**Which volume should a computed bulk modulus belong to?**

An engineer who takes a bulk modulus from a calculation must decide whether to use it as it stands, correct it, or look for a better method. The bulk modulus $B$ is the pressure needed per unit of relative compression, so for a small compression a 10 % error in $B$ becomes a 10 % error in pressure. With the RPBE functional there are two natural choices: the modulus at the volume that the functional itself prefers, or the modulus at the measured volume. The second looks like the obvious repair, but for metals it can replace one error by another.

FLEUR MaX-R8.1 (later development tree), all-electron FLAPW calculations with the RPBE functional for six bulk crystals, without spin polarization or spin-orbit coupling, Fermi-Dirac smearing 0.05 eV. Each computed bulk modulus is taken at the energy minimum of an equation of state fitted to five volumes within 6 % of the given cell's.

| formula | space group | volume of the given cell (Å³/atom) | potentials or basis | k-mesh | computed bulk modulus (GPa) | measured bulk modulus (GPa) | range of the values found (GPa) | what was measured, and how | source | computed over measured, less one (%) |
| --- | --- | --- | --- | --- | --- | --- | --- | --- | --- | --- |
| Al | Fm-3m | 16.60 | all electron | 11x11x11 | 76.7 | 76.9 | one value | bulk modulus; literature experiment; bulk crystal | pmc:3831299 (2013) | -0.3 |
| Cu | Fm-3m | 11.81 | all electron | 13x13x13 | 121.9 | 139 | one value | from linear fit of volume against pressure, 5 to 33 MPa; synchrotron powder XRD under pressure; powder | pmc:10161880 (2023) | -12.3 |
| BP | F-43m | 11.68 | all electron | 10x10x10 | 155.5 | 174 | 173 to 179 | B0, Murnaghan EOS fit with V0 fixed at 93.45 A^3; XRD in diamond anvil cell; powder | arXiv:1505.05714 (2015) | -10.6 |
| W | Im-3m | 15.85 | all electron | 12x12x12 | 291.1 | 307 | one value | isotropic polycrystalline bulk modulus K, bounded above by the literature value in the fit; surface Brillouin spectroscopy; bulk crystal | arXiv:1710.07581 (2017) | -5.2 |
| BN | F-43m | 5.96 | all electron | 13x13x13 | 358.5 | 395 | 395 to 400 | isothermal B0, Vinet fit; equation-of-state measurement; bulk crystal | arXiv:1208.3664 (2012) | -9.2 |
| C | Fd-3m | 5.67 | all electron | 13x13x13 | 420.1 | 442 | 441.8 to 444.8 | B0 from ultrasound; ultrasonic measurement; bulk crystal | arXiv:cond-mat/0702656 (2007) | -5.0 |

The computed moduli in the table belong to the functional's own energy minimum. They put the six crystals in the measured order, and aluminium agrees with its measured value. The other five are too soft, by 5 to 12 % of the measured value. The correct order owes something to the wide spacing of these materials: even the closest pair, BN and diamond, differ by 12 % in their measured moduli. Two candidates only a few per cent apart could easily be exchanged.

The softness begins with the size of the crystal. RPBE lowers the energy of strongly varying electron densities, and a free atom, with its density fading into empty space, gains more from this than an atom in a crystal, which weakens the bonds. Part of the gain is expected as soon as the crystal is stretched, so the bonds also become longer, and with RPBE both effects tend to go too far. The calculations agree: the preferred volume exceeds that of the given cell in every row, by 1.4 % in aluminium and 4.3 % in copper.

A stretched crystal is easier to compress because its atoms overlap less and repel each other less steeply. To turn this into a number, let $B_0$ be the modulus at the preferred volume $V_0$, and let $B_0'$ be the rate at which the modulus rises with pressure. If that rate is constant, $dB/dP=B_0'$. The definition of the modulus, $B=-V\,dP/dV$, then gives $d\ln B/d\ln V=-B_0'$, and integration leads to

$$B(V)=B_0\left(\frac{V_0}{V}\right)^{B_0'} .$$

The exponent is about 4 in five of the crystals and about 6 in copper. One per cent too much volume therefore costs roughly 4 % of the modulus, a useful rule for any similar solid whose expansion is known.

Boron phosphide shows the size of the effect. Its calculated energy curve gives $V_0/V=1.024$ and $B_0'=3.80$, so the modulus at the given volume is larger by a factor of $(V_0/V)^{B_0'}\approx1.095$. This raises the computed 155.5 GPa to about 170 GPa, against 174 GPa measured. Most of the error was a matter of volume. No measured modulus entered this estimate, so the comparison is a real test of the idea.

Diamond behaves in the same way and ends within 2 % of its measured modulus. Boron nitride at first seems to do worse, remaining 4 % too soft. Its given cell, however, is roughly 1 % larger in volume than the accepted measured one, and allowing for that removes most of the remaining error. For these three covalent networks, RPBE describes the stiffness of the bonds well once they have the right length.

The metals do not follow. At the given volume copper comes out at about 158 GPa, 14 % above its measured modulus, while aluminium and tungsten are 6 to 7 % too stiff. The result for copper does not hinge on the fitted energy curve, since the curvature taken directly from three energies around the given volume agrees with it. For tungsten the same check is coarser, but it also gives too high a modulus. The measured value for tungsten was itself held below a literature value in its fit, so the size of this excess is less certain.

The good value for aluminium now looks different. Its expansion alone should have made it about 6 % too soft, yet a stiffness error of the same size acts the other way, and the two cancel. Tungsten benefits similarly: it expands more than BP but has half the error. In copper the expansion is so large that it outweighs the excess stiffness. Its exact error is less certain than the others, because the energy curve has an unusually high $B_0'$ and only one calculated volume beyond the minimum; with a more usual exponent of 5, the modulus would be about 128 GPa.

Why the metals are too stiff at the given volume is not settled by these numbers. The k-mesh, which usually matters more in metals than in insulators, was not varied, so part of the excess could come from there. Temperature is not a simple way out. Near absolute zero the modulus of aluminium is higher, roughly 79 GPa, but the cold crystal is also smaller, and at its smaller volume the computed modulus would rise as well. The functional itself may be the cause. At the measured volume it pushes all six crystals outward, where the real ones are at rest. To make the metals too stiff, this false push would have to grow as they are compressed, yet hardly grow in the covalent crystals, and nothing here shows why it should. It remains a guess.

Over the six crystals together, moving to the given volume lowers the typical error only from 8 to 7 %. A cruder remedy does slightly better: multiplying every modulus by one common factor, fitted to all six rows, of about 1.08. When each crystal is predicted from the other five, the typical error is about 5 %, as the output below shows. The price is that aluminium, which needed no correction, becomes 7 % too stiff.

The choices also differ in what they require. The modulus at the preferred volume was obtained here from energies at five volumes. At a known volume three energies are enough, but a reliable measured cell must be available. The common factor needs no further calculation, only trusted moduli for related materials. Another functional of the same gradient-corrected kind would need about the same work per energy, though its accuracy would have to be tested separately.

For a first selection among materials whose moduli differ by well over 10 %, the plain RPBE value is sufficient. For a covalent network like these three, with a well-measured cell, the modulus at that cell is the better choice. For a metal, compute both: in all three metals here the measured modulus lies between the two values, though for aluminium it almost equals the lower one. With only three cases this is a guide, not a guarantee, and a good match at the preferred volume should not be taken as proof that the bonding is right. Where a design needs the modulus to within 2 or 3 %, use a measurement, or a method already tested on closely related crystals.

The analysis program printed:

```
fit of lr on 6 rows: constant 0.07454 +/- 0.019; rms 0.0435, worst Al 0.0719, leave-one-out rms 0.0522
Errors in percent:
  row  expansion of volume  error at own minimum  error if volume were the only fault  error at given volume  error after common scaling
   Al                1.372               -0.2601                               -5.756                  5.832                       7.459
   Cu                4.338                 -12.3                               -22.88                  13.72                      -5.515
   BP                2.426                -10.63                               -8.702                 -2.115                      -3.716
    W                3.207                -5.179                                -11.2                  6.784                       2.159
   BN                1.471                -9.241                               -5.295                 -4.166                      -2.217
    C                1.864                -4.955                               -6.538                  1.694                       2.401
Modulus at the given volume in GPa:
  row  from fitted curve  from three energies  largest rounding effect in percent
   Al              81.38                81.68                              0.1477
   Cu              158.1                158.6                                1.07
   BP              170.3                170.5                              0.1006
    W              327.8                322.2                               3.922
   BN              378.5                378.7                             0.08873
    C              449.5                449.3                             0.07862
common scale factor: 1.077
root mean square error at own minimum, percent: 8.177
root mean square error at given volume, percent: 6.987
leave-one-out error of common scaling, percent: 5.219
mean error at own minimum, all six, percent: -7.095
mean error at given volume, three metals, percent: 8.778
mean error at given volume, BP BN and C, percent: -1.529
BN error at a volume 1 percent below the given cell, percent: -0.5104
Al error at own minimum against a rough low-temperature 79 GPa, percent: -2.911
Cu modulus at its minimum if the pressure slope were 5, GPa: 128.2
```
